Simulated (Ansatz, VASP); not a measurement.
Te: VASP beside Ansatz

Contents of INCAR:

```
PREC = Accurate
ENCUT = 520
EDIFF = 1E-6
ISMEAR = -1
SIGMA = 0.08
LREAL = False
LASPH = True
NELM = 80
ALGO = Normal
ISIF = 2
LWAVE = False
LCHARG = False
GGA = PS
NBANDS = 13
```

File KPOINTS:

```
regular mesh
0
Gamma
  14 14 8
```

File POSCAR:

```
Te
1.0
    3.3179174489      0.0000000000      0.0000000000
   -1.6589587244      2.8734007984      0.0000000000
    0.0000000000      0.0000000000      4.7019278580
Te
2
Direct
    0.3333333333      0.6666666667      0.2500000000
    0.6666666667      0.3333333333      0.7500000000
```

Input for Ansatz:

```yaml
crystal:
  lattice:
    - [3.3179174489, 0.0, 0.0]
    - [-1.6589587244, 2.8734007984, 0.0]
    - [0.0, 0.0, 4.701927858]
  atoms:
    - { symbol: Te, position: [0.3333333333, 0.6666666667, 0.25] }
    - { symbol: Te, position: [0.6666666667, 0.3333333333, 0.75] }
kpoints:
  mp_grid: { grid: [14, 14, 8] }
scf:
  occupations: { method: fermi_dirac, width: 0.08 }
hamiltonian:
  xc: pbesol
  pseudopotentials: { kind: all_electron, lapw: { basis_error: 0.001 } }
output:
  forces: true
  stress: true
  eigenvalues: true
  populations: true
```

Change from the starting cell: volume scaled by 0.76, LAPW.

Alike in both runs: task single point; functional PBEsol; k mesh 14 × 14 × 8; occupations fermi-dirac, width 0.08 eV; no spin polarisation.

|  | VASP | Ansatz |
| --- | --- | --- |
| version | VASP 6.6.1 | Ansatz 0.2.0 |
| potentials or method | VASP PAW PBE potentials, release 64 (Te) | all-electron LAPW, scalar-relativistic |
| plane-wave cutoff (eV) | 520 | see its input |

Ansatz gave:

* pressure (GPa): 19.5
* largest component of the traceless stress (GPa): 0.02

Task: What did VASP give for the same quantities?

Result: Pressure (GPa): 19.6; largest component of the traceless stress (GPa): 0.06.

Ansatz ran all-electron here, so the differences hold the error of VASP's frozen core and of both bases.

Caveats: so large a pressure means that the cell lies far from this level's equilibrium, or that cutoff or potentials fall short (VASP); the potentials were made for another functional, which shifts forces and pressure (VASP). Spin-orbit coupling is left out, which matters for the levels of Te.
